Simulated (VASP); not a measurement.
# What goes wrong when the modes of SiC are computed with a bad input, part 2 of 3

Some phonon runs on SiC get a fault in the input on purpose. Which of them show, and how? The starting structure is a computed structure from the Materials Project.

VASP 6.6.1.

### 2. Reference modes (continued)

Level of this step: LDA; plane waves and PAW (Si, C) (VASP).

OUTCAR, selected parts (step 2):

```text
ion  position               nearest neighbor table
   1  0.000  0.000  0.188-   7 1.87   7 1.87   7 1.87   5 1.88   3 3.06   3 3.06   3 3.06   4 3.07
                             4 3.07   4 3.07
   2  0.000  0.000  0.688-   8 1.87   8 1.87   8 1.87   6 1.88   4 3.06   4 3.06   4 3.06   3 3.07
                             3 3.07   3 3.07
   3  0.333  0.667  0.438-   6 1.87   6 1.87   6 1.87   7 1.88   1 3.06   1 3.06   1 3.06   2 3.07
                             2 3.07   2 3.07
   4  0.667  0.333  0.938-   5 1.87   5 1.87   5 1.87   8 1.88   2 3.06   2 3.06   2 3.06   1 3.07
                             1 3.07   1 3.07
   5  0.000  0.000  0.000-   4 1.87   4 1.87   4 1.87   1 1.88
   6  0.000  0.000  0.500-   3 1.87   3 1.87   3 1.87   2 1.88
   7  0.333  0.667  0.250-   1 1.87   1 1.87   1 1.87   3 1.88
   8  0.667  0.333  0.750-   2 1.87   2 1.87   2 1.87   4 1.88

  LATTYP: Found a hexagonal cell.
 ALAT       =     3.0601431151
 C/A-ratio  =     3.2738487626

 Subroutine GETGRP returns: Found 12 space group operations
 (whereof  6 operations were pure point group operations)

The static configuration has the point symmetry C_3v.
 The point group associated with its full space group is C_6v.

 Found     24 irreducible k-points:

   k-points           NKPTS =     24   k-points in BZ     NKDIM =     24   number of bands    NBANDS=     24

   dimension x,y,z NGX =    24 NGY =   24 NGZ =   80
   dimension x,y,z NGXF=    48 NGYF=   48 NGZF=  160

   ENCUT  =  520.0 eV  38.22 Ry    6.18 a.u.   5.69  5.69 18.63*2*pi/ulx,y,z

   NELECT =      32.0000    total number of electrons

 k-points in reciprocal lattice and weights: Automatic mesh
   0.00000000  0.00000000  0.00000000       0.006
   0.11111111  0.00000000  0.00000000       0.037
   0.22222222  0.00000000  0.00000000       0.037
   0.33333333  0.00000000  0.00000000       0.037
   0.44444444  0.00000000  0.00000000       0.037
   0.11111111  0.11111111  0.00000000       0.037
   0.22222222  0.11111111  0.00000000       0.074
   0.33333333  0.11111111  0.00000000       0.074
   0.44444444  0.11111111  0.00000000       0.037
[...]
0.33333333  0.22222222  0.50000000       0.074
   0.33333333  0.33333333  0.50000000       0.012

 average (electrostatic) potential at core
       1 -81.6365       2 -81.6586       3 -81.7401       4 -81.6727       5 -48.7573
       6 -48.8265       7 -48.7443       8 -48.7312

 E-fermi :   8.4546

 k-point     1 :       0.0000    0.0000    0.0000
  band No.  band energies     occupation
    ...
     12       7.7389      2.00000
     13       7.7389      2.00000
     14       8.3095      2.00000
     15       8.3318      2.00000
     16       8.3318      2.00000
     17      13.5467      0.00000
     18      14.1210      0.00000
     19      14.7510      0.00000
     20      14.8772      0.00000
     21      15.3102      0.00000
    ...

 k-point     2 :       0.1111    0.0000    0.0000
  band No.  band energies     occupation
    ...
     12       7.3709      2.00000
     13       7.4397      2.00000
     14       7.5805      2.00000
     15       8.1635      2.00000
     16       8.2344      2.00000
     17      13.7364      0.00000
     18      14.3751      0.00000
     19      14.4163      0.00000
     20      15.0482      0.00000
     21      15.3004      0.00000
    ...

 k-point     3 :       0.2222    0.0000    0.0000
  band No.  band energies     occupation
    ...
     12       6.0312      2.00000
     13       6.8109      2.00000
     14       6.8302      2.00000
     15       7.6907      2.00000
     16       7.8892      2.00000
     17      12.4008      0.00000
     18      12.9976      0.00000
     19      13.6083      0.00000
     20      14.7163      0.00000
     21      15.3572      0.00000
    ...

  Total        0.0881793      0.0881793     -0.1436108      0.0000000      0.0000000      0.0000000
  in kB        1.7388531      1.7388531     -2.8319355      0.0000000      0.0000000      0.0000000
  external PRESSURE =       0.2152569 kB  Pullay stress =       0.0000000 kB

  energy-cutoff  :      520.00
  volume of cell :       81.25
      direct lattice vectors                 reciprocal lattice vectors
     3.060143115  0.000000000  0.000000000     0.326782102  0.188667735  0.000000000
    -1.530071557  2.650161677  0.000000000     0.000000000  0.377335469  0.000000000
     0.000000000  0.000000000 10.018445751     0.000000000  0.000000000  0.099815882

 POSITION                                       TOTAL-FORCE (eV/Angst)
 -----------------------------------------------------------------------------------
      0.00000      0.00000      1.88235         0.000000     -0.000000     -0.177274
      0.00000      0.00000      6.89157        -0.000000      0.000000      0.039622
     -0.00000      1.76677      4.38656        -0.000000      0.000000     -0.157110
      1.53007      0.88339      9.39578        -0.000000      0.000000      0.025063
      0.00000      0.00000      0.00458        -0.000000     -0.000000     -0.045744
      0.00000      0.00000      5.01380         0.000000     -0.000000     -0.047073
     -0.00000      1.76677      2.48766        -0.000000     -0.000000      0.398570
      1.53007      0.88339      7.51189         0.000000      0.000000     -0.036053
 -----------------------------------------------------------------------------------
    total drift:                               -0.000000     -0.000000     -0.000091

  FREE ENERGIE OF THE ION-ELECTRON SYSTEM (eV)
  ---------------------------------------------------
  free  energy   TOTEN  =       -66.5764241394 eV

  energy  without entropy=      -66.5764241394  energy(sigma->0) =      -66.57642414

 Eigenvectors and eigenvalues of the dynamical matrix
 ----------------------------------------------------

   1 f  =   27.598832 THz   173.408579 2PiTHz  920.597958 cm-1   114.139548 meV
             X         Y         Z           dx          dy          dz
      0.000000  0.000000  1.882352     0.000000   -0.000000    0.293652
      0.000000  0.000000  6.891575    -0.000000    0.000000   -0.293652
     -0.000000  1.766774  4.386557     0.000000   -0.000000   -0.181142
      1.530072  0.883387  9.395780    -0.000000    0.000000    0.181142
      0.000000  0.000000  0.004577    -0.000000   -0.000000   -0.591874
      0.000000  0.000000  5.013800    -0.000000   -0.000000    0.591874
     -0.000000  1.766774  2.502663    -0.000000    0.000000   -0.175047
      1.530072  0.883387  7.511886     0.000000   -0.000000    0.175047

   2 f  =   27.322700 THz   171.673587 2PiTHz  911.387170 cm-1   112.997557 meV
             X         Y         Z           dx          dy          dz
[...]
0.000000  0.000000  0.004577     0.000000   -0.000000   -0.176689
      0.000000  0.000000  5.013800    -0.000000   -0.000000    0.176689
     -0.000000  1.766774  2.502663    -0.000000    0.000000    0.589675
      1.530072  0.883387  7.511886     0.000000   -0.000000   -0.589675

   3 f  =   25.155869 THz   158.058985 2PiTHz  839.109463 cm-1   104.036267 meV
             X         Y         Z           dx          dy          dz
      0.000000  0.000000  1.882352     0.000000    0.000000    0.010405
      0.000000  0.000000  6.891575     0.000000    0.000000    0.010405
     -0.000000  1.766774  4.386557     0.000000    0.000000    0.019976
      1.530072  0.883387  9.395780     0.000000    0.000000    0.019976
      0.000000  0.000000  0.004577    -0.000000   -0.000000   -0.522427
      0.000000  0.000000  5.013800    -0.000000   -0.000000   -0.522427
     -0.000000  1.766774  2.502663    -0.000000   -0.000000    0.475986
      1.530072  0.883387  7.511886    -0.000000   -0.000000    0.475986

   4 f  =   23.930487 THz   150.359685 2PiTHz  798.235126 cm-1    98.968498 meV
             X         Y         Z           dx          dy          dz
      0.000000  0.000000  1.882352    -0.176675   -0.204560   -0.000000
      0.000000  0.000000  6.891575    -0.176675   -0.204560    0.000000
     -0.000000  1.766774  4.386557    -0.181058   -0.209635   -0.000000
      1.530072  0.883387  9.395780    -0.181058   -0.209635   -0.000000
      0.000000  0.000000  0.004577     0.278462    0.322412   -0.000000
      0.000000  0.000000  5.013800     0.278462    0.322412    0.000000
     -0.000000  1.766774  2.502663     0.268488    0.310864    0.000000
      1.530072  0.883387  7.511886     0.268488    0.310864    0.000000

   5 f  =   23.930487 THz   150.359685 2PiTHz  798.235126 cm-1    98.968498 meV
             X         Y         Z           dx          dy          dz
      0.000000  0.000000  1.882352     0.204560   -0.176675    0.000000
      0.000000  0.000000  6.891575     0.204560   -0.176675    0.000000
     -0.000000  1.766774  4.386557     0.209635   -0.181058    0.000000
      1.530072  0.883387  9.395780     0.209635   -0.181058    0.000000
      0.000000  0.000000  0.004577    -0.322412    0.278462   -0.000000
      0.000000  0.000000  5.013800    -0.322412    0.278462   -0.000000
     -0.000000  1.766774  2.502663    -0.310864    0.268488   -0.000000
      1.530072  0.883387  7.511886    -0.310864    0.268488   -0.000000

   6 f  =   23.598174 THz   148.271701 2PiTHz  787.150363 cm-1    97.594163 meV
             X         Y         Z           dx          dy          dz
      0.000000  0.000000  1.882352    -0.171633   -0.198716   -0.000000
      0.000000  0.000000  6.891575     0.171633    0.198716   -0.000000
     -0.000000  1.766774  4.386557    -0.169479   -0.196222   -0.000000
      1.530072  0.883387  9.395780     0.169479    0.196222   -0.000000
      0.000000  0.000000  0.004577    -0.241311   -0.279388    0.000000
      0.000000  0.000000  5.013800     0.241311    0.279388    0.000000
     -0.000000  1.766774  2.502663     0.311800    0.360999    0.000000
      1.530072  0.883387  7.511886    -0.311800   -0.360999    0.000000

   7 f  =   23.598174 THz   148.271701 2PiTHz  787.150363 cm-1    97.594163 meV
             X         Y         Z           dx          dy          dz
      0.000000  0.000000  1.882352    -0.198716    0.171633    0.000000
      0.000000  0.000000  6.891575     0.198716   -0.171633    0.000000
     -0.000000  1.766774  4.386557    -0.196222    0.169479    0.000000
      1.530072  0.883387  9.395780     0.196222   -0.169479    0.000000
      0.000000  0.000000  0.004577    -0.279388    0.241311   -0.000000
      0.000000  0.000000  5.013800     0.279388   -0.241311   -0.000000
     -0.000000  1.766774  2.502663     0.360999   -0.311800   -0.000000
      1.530072  0.883387  7.511886    -0.360999    0.311800   -0.000000

   8 f  =   23.472607 THz   147.482740 2PiTHz  782.961894 cm-1    97.074859 meV
             X         Y         Z           dx          dy          dz
      0.000000  0.000000  1.882352     0.000000   -0.000000    0.266013
      0.000000  0.000000  6.891575    -0.000000    0.000000    0.266013
     -0.000000  1.766774  4.386557     0.000000   -0.000000    0.280405
      1.530072  0.883387  9.395780    -0.000000    0.000000    0.280405
      0.000000  0.000000  0.004577     0.000000   -0.000000   -0.389954
      0.000000  0.000000  5.013800    -0.000000    0.000000   -0.389954
     -0.000000  1.766774  2.502663    -0.000000    0.000000   -0.445585
      1.530072  0.883387  7.511886     0.000000   -0.000000   -0.445585

   9 f  =   23.361192 THz   146.782695 2PiTHz  779.245472 cm-1    96.614082 meV
             X         Y         Z           dx          dy          dz
      0.000000  0.000000  1.882352     0.172984    0.200280   -0.000000
      0.000000  0.000000  6.891575    -0.172984   -0.200280   -0.000000
     -0.000000  1.766774  4.386557    -0.172953   -0.200243   -0.000000
      1.530072  0.883387  9.395780     0.172953    0.200243   -0.000000
      0.000000  0.000000  0.004577    -0.310721   -0.359751    0.000000
      0.000000  0.000000  5.013800     0.310721    0.359751    0.000000
     -0.000000  1.766774  2.502663    -0.239264   -0.277018    0.000000
      1.530072  0.883387  7.511886     0.239264    0.277018    0.000000

  10 f  =   23.361192 THz   146.782695 2PiTHz  779.245472 cm-1    96.614082 meV
             X         Y         Z           dx          dy          dz
      0.000000  0.000000  1.882352     0.200280   -0.172984    0.000000
      0.000000  0.000000  6.891575    -0.200280    0.172984    0.000000
     -0.000000  1.766774  4.386557    -0.200243    0.172953    0.000000
      1.530072  0.883387  9.395780     0.200243   -0.172953    0.000000
      0.000000  0.000000  0.004577    -0.359751    0.310721   -0.000000
      0.000000  0.000000  5.013800     0.359751   -0.310721   -0.000000
     -0.000000  1.766774  2.502663    -0.277018    0.239264   -0.000000
      1.530072  0.883387  7.511886     0.277018   -0.239264   -0.000000

  11 f  =   23.110619 THz   145.208299 2PiTHz  770.887257 cm-1    95.577795 meV
             X         Y         Z           dx          dy          dz
      0.000000  0.000000  1.882352     0.169468    0.196214   -0.000000
      0.000000  0.000000  6.891575     0.169468    0.196214   -0.000000
     -0.000000  1.766774  4.386557    -0.163541   -0.189353   -0.000000
      1.530072  0.883387  9.395780    -0.163541   -0.189353   -0.000000
    [... 144 further lines ...]
      0.000000  0.000000  5.013800     0.239040    0.133239    0.000000
     -0.000000  1.766774  2.502663     0.239074    0.133258    0.000000
      1.530072  0.883387  7.511886     0.239074    0.133258    0.000000

 ELASTIC MODULI CONTR FROM IONIC RELAXATION (kBar)
 Direction    XX          YY          ZZ          XY          YZ          ZX
 --------------------------------------------------------------------------------
 XX        -504.7236    282.6100    216.9865     -0.0000      0.0000     -0.0000
 YY         282.6100   -504.7236    216.9865     -0.0000     -0.0000      0.0000
 ZZ         216.9865    216.9865   -425.1464      0.0000      0.0000     -0.0000
 XY          -0.0000     -0.0000      0.0000   -393.6668      0.0000     -0.0000
 YZ           0.0000     -0.0000      0.0000      0.0000   -126.5122     -0.0000
 ZX          -0.0000      0.0000     -0.0000     -0.0000     -0.0000   -126.5122
 --------------------------------------------------------------------------------

 total charge
# of ion       s       p       d       tot
------------------------------------------
    1        0.715   0.996   0.000   1.711
    2        0.715   0.996   0.000   1.711
    3        0.714   0.993   0.000   1.707
    4        0.714   0.993   0.000   1.707
    5        0.830   1.727   0.000   2.557
    6        0.830   1.727   0.000   2.557
    7        0.831   1.729   0.000   2.560
    8        0.831   1.729   0.000   2.560
--------------------------------------------------
tot          6.181  10.890   0.000  17.071

[... 3 further parts left out ...]
```

The last energy, forces, stress and levels in OUTCAR belong to the last displaced cell, not to the cell of POSCAR.

Reference: the zone-centre modes are at the top B1 (4) 920.6, B1 (3) 911.4, A1 (3) 839.1, E1 (3) 798.2 cm⁻¹, at the bottom B1 (1) 399.8, E1 (1) 258.4, E2 (2) 199.3, E2 (1) 191.4 cm⁻¹, with 6 more of the listed ones between.

### 3. Modes with a loose electronic threshold

A slip made on purpose: a loose electronic threshold. Against step 2 the input has EDIFF = 1E-04 (also changed: NELM).

INCAR

```
SYSTEM = SiC
PREC = Accurate
ENCUT = 520
EDIFF = 1E-04
NELM = 60
ISMEAR = 0
SIGMA = 0.03
LREAL = .FALSE.
ALGO = Normal
GGA = CA
NBANDS = 24
LORBIT = 11
LWAVE = .FALSE.
LCHARG = .FALSE.
KPAR = 8
IBRION = 6
NFREE = 2
POTIM = 0.015
NSW = 1
ISIF = 2
```

POSCAR

```
SiC
1.0
    3.0601431151      0.0000000000      0.0000000000
   -1.5300715575      2.6501616769      0.0000000000
    0.0000000000      0.0000000000     10.0184457506
Si C
4 4
Direct
    0.0000000000      0.0000000000      0.1878885989
    0.0000000000      0.0000000000      0.6878885989
    0.3333333333      0.6666666667      0.4378480517
    0.6666666667      0.3333333333      0.9378480517
    0.0000000000      0.0000000000      0.0004568242
    0.0000000000      0.0000000000      0.5004568242
    0.3333333333      0.6666666667      0.2498055252
    0.6666666667      0.3333333333      0.7498055252
```

KPOINTS

```
Automatic mesh
0
Gamma
9 9 2
0 0 0
```

Potentials, in the order of the species: Si and C (LDA family, release 64).

Started as:

```console
mpirun -np 8 vasp_std
```

Log:

```text
[banner, memory and clock lines left out]
running    8 mpi-ranks, on    1 nodes
[...]
[... a notice as in an earlier step ...]

 LDA part: xc-table for (Slater(with rela. corr.)+CA(PZ))
 , standard interpolation
 POSCAR, INCAR and KPOINTS ok, starting setup
[...]
entering main loop
       N       E                     dE             d eps       ncg     rms          rms(c)
[... 9 cycles as in an earlier step ...]
DAV:  10    -0.665794277897E+02   -0.92953E-04   -0.94256E-04  1472   0.175E-01
   1 F= -.66579428E+02 E0= -.66579428E+02  d E =-.115160E-22
[... from here on, the cycles between the ionic steps are left out ...]
   2 F= -.66577128E+02 E0= -.66577128E+02  d E =-.400448E-20
   3 F= -.66577125E+02 E0= -.66577125E+02  d E =-.386124E-20
   4 F= -.66576039E+02 E0= -.66576039E+02  d E =-.206648E-11
   5 F= -.66575873E+02 E0= -.66575873E+02  d E =-.147519E-21
   6 F= -.66577155E+02 E0= -.66577155E+02  d E =-.480466E-22
   7 F= -.66577149E+02 E0= -.66577149E+02  d E =-.479812E-22
   8 F= -.66575993E+02 E0= -.66575993E+02  d E =-.295200E-23
   9 F= -.66575897E+02 E0= -.66575897E+02  d E =-.319666E-23
  10 F= -.66577180E+02 E0= -.66577180E+02  d E =-.408851E-22
  11 F= -.66577181E+02 E0= -.66577181E+02  d E =-.443203E-22
  12 F= -.66576184E+02 E0= -.66576184E+02  d E =-.412464E-23
  13 F= -.66576378E+02 E0= -.66576378E+02  d E =-.451600E-12
  14 F= -.66577182E+02 E0= -.66577182E+02  d E =-.155300E-21
  15 F= -.66577181E+02 E0= -.66577181E+02  d E =-.140717E-21
  16 F= -.66576275E+02 E0= -.66576275E+02  d E =-.206723E-22
  17 F= -.66576428E+02 E0= -.66576428E+02  d E =-.102457E-10
 Finite differences progress:
  Degree of freedom:   8/  8
  Displacement:        2/  2
  Total:              16/ 16
```

Elapsed: 93 s, on 8 MPI ranks of Intel Xeon Platinum 8259CL at 2.50GHz (Skylake/Cascade Lake), shared host; peak memory 3 GiB; 12 min of CPU time.

OUTCAR, selected parts (step 3):

```text
  Total        0.0864348      0.0864348     -0.1395449      0.0000000      0.0000000     -0.0000000
  in kB        1.7044527      1.7044527     -2.7517578      0.0000000      0.0000000     -0.0000000
  external PRESSURE =       0.2190492 kB  Pullay stress =       0.0000000 kB

 POSITION                                       TOTAL-FORCE (eV/Angst)
 -----------------------------------------------------------------------------------
      0.00000      0.00000      1.88235        -0.000000      0.000000     -0.173928
      0.00000      0.00000      6.89157        -0.000000      0.000000      0.037659
     -0.00000      1.76677      4.38656        -0.000000     -0.000000     -0.156367
      1.53007      0.88339      9.39578        -0.000000      0.000000      0.023847
      0.00000      0.00000      0.00458        -0.000000     -0.000000     -0.047609
      0.00000      0.00000      5.01380        -0.000000     -0.000000     -0.048350
     -0.00000      1.76677      2.48766         0.000000      0.000000      0.401652
      1.53007      0.88339      7.51189        -0.000000      0.000000     -0.036905
 -----------------------------------------------------------------------------------
    total drift:                               -0.000411     -0.000000     -0.001405

  FREE ENERGIE OF THE ION-ELECTRON SYSTEM (eV)
  ---------------------------------------------------
  free  energy   TOTEN  =       -66.5764279223 eV

  energy  without entropy=      -66.5764279223  energy(sigma->0) =      -66.57642792

[... 2 parts as in an earlier step ...]

[... 1 further part left out ...]
[key lines of the parts left out:]
E-fermi :   8.4549
```

The last energy, forces and stress in OUTCAR belong to the last displaced cell, not to that of POSCAR.

With a loose electronic threshold the modes are at the top B1 (4) 921.1, B1 (3) 912.7 cm⁻¹, at the bottom E2 (2) 199.8, E2 (1) 190.6 cm⁻¹, with 10 more of the listed ones between; the largest shift is +9.2 cm⁻¹, in E1 (2), from the reference.

(Part 2 of 3 ends here.)

[Lines on the potential files, build, host, timing and source positions are cut from VASP's logs without a mark.]

[Logs are printed without paths, hosts, clocks, repeated set-up lines and the standing remarks that a program may print on its own settings, such as how far it seeks lower states.]

[Hosts, paths, dates, database ids (printed as entryN), source tags and the programs' standing remarks are cut or masked in the printed files.]
